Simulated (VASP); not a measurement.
BN: single point with PBEsol

Crystal: BN.

```
CELL_PARAMETERS angstrom
2.50435 0.00000 0.00000
-1.25217 2.16883 0.00000
0.00000 0.00000 6.73833
ATOMIC_POSITIONS crystal
B 0.33333 0.66667 0.25000
B 0.66667 0.33333 0.75000
N 0.33333 0.66667 0.75000
N 0.66667 0.33333 0.25000
```

The cell isn't the ideal one: strain -0.0400 x Voigt [0, 0, 1, 0, 0, 0], atoms carried along.

```json
{
  "Program": "VASP 6.6.1",
  "Task": "single point",
  "Functional": "PBEsol",
  "Potentials or basis": "VASP PAW PBE potentials, release 64 (B, N)",
  "Cutoff": "520 eV",
  "k mesh": "12 × 12 × 4",
  "Occupations": "gaussian, width 0.05 eV",
  "Spin": "no spin polarisation",
  "Dipole correction": "no",
  "Further INCAR settings": "ALGO = Normal; EDIFF = 1e-07; NBANDS = 16"
}
```

The pressure is 0.5 GPa. The band gap on the k mesh is 4.19 eV, indirect (least direct gap 4.58 eV).

Stress tensor (GPa, compression positive):
```
0.57 0.00 0.00
0.00 0.57 0.00
0.00 0.00 0.47
```

Levels at points of the mesh, in eV from the valence-band top:
```csv
k point,band 6,band 7,band 8,band 9,band 10,band 11
"(0.00, 0.00, 0.00)",-1.31,-1.27,-1.27,4.97,10.00,11.51
"(0.50, 0.00, 0.00)",-4.07,-1.42,-0.46,4.19,5.53,9.43
"(0.00, 0.00, 0.50)",-1.29,-1.29,-1.29,7.29,7.29,11.56
"(0.50, 0.00, 0.50)",-4.10,-0.93,-0.93,4.65,4.65,9.84
```

Run time: 27 s on 1 thread of AMD EPYC 7R13 Processor (Zen 3), with other jobs on the host, peak memory 0.13 GiB.

Caveat: the PAW data sets were made with another functional, which shifts forces and pressure a little; this functional lacks dispersion, which binds the layers, so the pressure and a relaxed spacing across them are unreliable. A k mesh can miss the band edges.
